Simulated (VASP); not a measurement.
# GaN (F-43m) in VASP: notebook, part 3 of 3

VASP 6.6.1. Earlier steps stand in the parts before.

## 5. Band structure, PBEsol

This run uses another cell than the first one, of 9.01 Å³/atom, 0.792 times its volume.

The input, INCAR:

```
PREC = Accurate ; ENCUT = 200
EDIFF = 1E-7 ; ISMEAR = 0
SIGMA = 0.02 ; LREAL = F
LASPH = T ; NELM = 80
ALGO = Fast ; ISIF = 2
LWAVE = F ; LCHARG = F
GGA = PS
```

The input, KPOINTS:

```
Automatic mesh
0
Gamma
  9 9 9
```

The input, POSCAR:

```
GaN                                     
1.0
   -0.0000000000      2.0809019224      2.0809019224
    2.0809019224      0.0000000000      2.0809019224
    2.0809019224      2.0809019224     -0.0000000000
  Ga              N             
     1     1
Direct
     1.0000000000000000    0.0000000000000000    0.0000000000000000
     0.7500000000000000    0.7500000000000000    0.7500000000000000
```

The input, KPOINTS_OPT:

```
path GXWKGLUWLK,UX
20
line-mode
reciprocal
 0.0000000000  0.0000000000  0.0000000000  G
 0.5000000000  0.0000000000  0.5000000000  X

 0.5000000000  0.0000000000  0.5000000000  X
 0.5000000000  0.2500000000  0.7500000000  W

 0.5000000000  0.2500000000  0.7500000000  W
 0.3750000000  0.3750000000  0.7500000000  K

 0.3750000000  0.3750000000  0.7500000000  K
 0.0000000000  0.0000000000  0.0000000000  G

 0.0000000000  0.0000000000  0.0000000000  G
 0.5000000000  0.5000000000  0.5000000000  L

 0.5000000000  0.5000000000  0.5000000000  L
 0.6250000000  0.2500000000  0.6250000000  U

 0.6250000000  0.2500000000  0.6250000000  U
 0.5000000000  0.2500000000  0.7500000000  W

 0.5000000000  0.2500000000  0.7500000000  W
 0.5000000000  0.5000000000  0.5000000000  L

 0.5000000000  0.5000000000  0.5000000000  L
 0.3750000000  0.3750000000  0.7500000000  K

 0.6250000000  0.2500000000  0.6250000000  U
 0.5000000000  0.0000000000  0.5000000000  X
```

Potentials or basis: VASP PAW PBE potentials, release 64 (Ga_d, N).

Run with:

```sh
$ cat potpaw_PBE.64/Ga_d/POTCAR potpaw_PBE.64/N/POTCAR > POTCAR
$ mpirun -np 1 vasp_std > vasp.out
```

OUTCAR:

```text
PREC = Accurate
   ENCUT = 200
   EDIFF = 1E-7
   ISMEAR = 0
   LREAL = F
   LASPH = T
   NELM = 80
   ISIF = 2
   GGA = PS

 ion  position               nearest neighbor table
   1  0.000  0.000  0.000-   2 1.80   2 1.80   2 1.80   2 1.80
   2  0.750  0.750  0.750-   1 1.80   1 1.80   1 1.80   1 1.80

  LATTYP: Found a face centered cubic cell.
 ALAT       =     4.1618038448

  Lattice vectors:

 A1 = (   0.0000000000,   2.0809019224,   2.0809019224)
 A2 = (   2.0809019224,   0.0000000000,   2.0809019224)
 A3 = (   2.0809019224,   2.0809019224,   0.0000000000)

Analysis of symmetry for initial positions (statically):
=====================================================================
 Subroutine PRICEL returns:
 Original cell was already a primitive cell.

 Routine SETGRP: Setting up the symmetry group for a
 face centered cubic supercell.

 Subroutine GETGRP returns: Found 24 space group operations
 (whereof 24 operations were pure point group operations)
 out of a pool of 48 trial point group operations.

The static configuration has the point symmetry T_d .

Analysis of symmetry for dynamics (positions and initial velocities):
[... 179 lines left out ...]
      9       8.4694      2.00000
     10      10.8407      0.00000
     11      19.9158      0.00000
     12      19.9158      0.00000
     13      19.9158      0.00000
[... 354 lines left out ...]
  band No.  band energies     occupation
      1      -8.7069      2.00000
      2      -6.0281      2.00000
      3      -5.5209      2.00000
      4      -5.5209      2.00000
      5      -5.3388      2.00000
      6      -4.1991      2.00000
      7       1.2529      2.00000
      8       4.5912      2.00000
      9       4.5913      2.00000
     10      11.4637      0.00000
     11      16.0587      0.00000
     12      22.5617      0.00000
     13      25.0448      0.00000

 [... further k-points ...]

------------------------ aborting loop because EDIFF is reached ----------------------------------------

  FORCE on cell =-STRESS in cart. coord.  units (eV):
  Direction    XX          YY          ZZ          XY          YZ          ZX
  --------------------------------------------------------------------------------------
  -------------------------------------------------------------------------------------
  Total       -9.0665904     -9.0665904     -9.0665904      0.0000000     -0.0000000     -0.0000000
  in kB     -806.0644186   -806.0644186   -806.0644186      0.0000000     -0.0000000     -0.0000000
  external PRESSURE =    -806.0644186 kB  Pullay stress =       0.0000000 kB

 VOLUME and BASIS-vectors are now :
 -----------------------------------------------------------------------------
  energy-cutoff  :      200.00
  volume of cell :       18.02
      direct lattice vectors                 reciprocal lattice vectors
     0.000000000  2.080901922  2.080901922    -0.240280426  0.240280426  0.240280426
     2.080901922  0.000000000  2.080901922     0.240280426 -0.240280426  0.240280426
     2.080901922  2.080901922  0.000000000     0.240280426  0.240280426 -0.240280426

 POSITION                                       TOTAL-FORCE (eV/Angst)
 -----------------------------------------------------------------------------------
      0.00000      0.00000      0.00000        -0.000000     -0.000000      0.000000
      3.12135      3.12135      3.12135         0.000000      0.000000     -0.000000
 -----------------------------------------------------------------------------------
    total drift:                                0.000022      0.000022      0.000025

  FREE ENERGIE OF THE ION-ELECTRON SYSTEM (eV)
  ---------------------------------------------------
  free  energy   TOTEN  =       -11.9660937859 eV

  energy  without entropy=      -11.9660937859  energy(sigma->0) =      -11.96609379
```

stdout:

```text
POSCAR found type information on POSCAR GaN
 POSCAR found :  2 types and       2 ions
 scaLAPACK will be used
 -----------------------------------------------------------------------------
|                                                                             |
|                                                                             |
|     You enforced a specific xc type in the INCAR file but a different       |
|     I HOPE YOU KNOW WHAT YOU ARE DOING!                                     |
|                                                                             |
 -----------------------------------------------------------------------------

 LDA part: xc-table for (Slater+PW92), standard interpolation
 POSCAR, INCAR and KPOINTS ok, starting setup
 FFT: planning ... GRIDC
 FFT: planning ... GRID_SOFT
 FFT: planning ... GRID
 WAVECAR not read
 entering main loop
 Start KPOINTS_OPT (optional k-point list driver)
k-point batch [1-35\200]
k-point batch [36-70\200]
k-point batch [71-105\200]
k-point batch [106-140\200]
k-point batch [141-175\200]
k-point batch [176-200\200]
```

It took 5.8 s on 1 thread of AMD EPYC 9R45 (Zen 5), shared host; peak memory 0.08 GiB.

The run converged, but a check on its numbers failed (symmetry, net force, bounds or a known fault of this set-up), so they aren't taken as properties of the crystal.

Caveat: the cutoff lies under the usual one of these potentials, so the numbers hold a large basis-set error; a pressure of tens of GPa on the cell as given is suspect, and the run, the potentials or the cell itself is likely at fault; the PAW data sets were made with another functional, which shifts forces and pressure a little.

## 6. Band structure, LDA

This run uses another cell than the first one, of 10.39 Å³/atom, 0.914 times its volume.

The input, INCAR:

```
PREC = Accurate
ENCUT = 300
EDIFF = 1E-6
ISMEAR = 0
SIGMA = 0.02
LREAL = F
LASPH = T
NELM = 80
ALGO = Normal
ISIF = 2
LWAVE = F
LCHARG = F
NBANDS = 16
```

The input, KPOINTS:

```
Automatic mesh
0
Gamma
  5 5 5
```

The input, POSCAR:

```
GaN                                     
1.0
    0.0000000000      2.1821516594      2.1821516594
    2.1821516594     -0.0000000000      2.1821516594
    2.1821516594      2.1821516594      0.0000000000
  Ga              N             
     1     1
Direct
     0.0000000000000000    0.0000000000000000    0.0000000000000000
     0.7500000000000000    0.7500000000000000    0.7500000000000000
```

KPOINTS_OPT is that of step 5.

Potentials or basis: VASP PAW LDA potentials, release 64 (Ga_d, N).

Run with:

```sh
$ cat potpaw_LDA.64/Ga_d/POTCAR potpaw_LDA.64/N/POTCAR > POTCAR
$ mpirun -np 1 vasp_std > vasp.out
```

Wall time 14 s (1 thread of AMD EPYC 7R13 (Zen 3), shared host); peak memory 0.08 GiB.

The run converged, but a check on its numbers failed (symmetry, net force, bounds or a known fault of this set-up), so they aren't taken as properties of the crystal.

Caveat: the k mesh is coarse (spacing up to 0.50 Å⁻¹), so the values aren't converged; the cutoff lies under the usual one of these potentials, so the numbers hold a large basis-set error.

## 7. The runs side by side

```csv
level,cell,k mesh,mesh quality,gap on the mesh (eV)
PBEsol,"F-43m, 11.37 Å³/atom",3 × 3 × 3,coarse,1.65
r2SCAN,"F-43m, 11.44 Å³/atom",9 × 9 × 9,not flagged,2.12
PBE,"F-43m, 11.76 Å³/atom",9 × 9 × 9,not flagged,1.55
```

Alike in all rows: task band structure; potentials or basis VASP PAW PBE potentials, release 64 (Ga_d, N); no spin polarisation; cutoff (eV) 520; smearing gaussian 0.02 eV.

Caveats: some runs use coarse meshes; the PAW data sets were made with another functional, which shifts forces and pressure a little (some runs).

Absolute energies hang on the potentials; compare differences alone.

## 8. How close it comes

Step 3. Against the measured gap of GaN, 3.299 eV (direct; 0 K; a printed reference work, textbook), the calculated 2.12 eV is off by -1.18 eV. Spin-orbit coupling on Ga is left out. The value is that of r2SCAN, without temperature or zero-point motion. The cell is a database's relaxed one, not the measured one, which moves gaps too.

Step 4. Against the measured gap of GaN, 3.299 eV (direct; 0 K; a printed reference work, textbook), the calculated 1.55 eV is off by -1.75 eV. So large a miss can be the level of theory's own, or it may mean another phase, state or a wrong row. Spin-orbit coupling on Ga is left out. The value is that of PBE, without temperature or zero-point motion. Semilocal functionals fall short of measured gaps as a rule. The cell is a database's relaxed one, not the measured one, which moves gaps too.
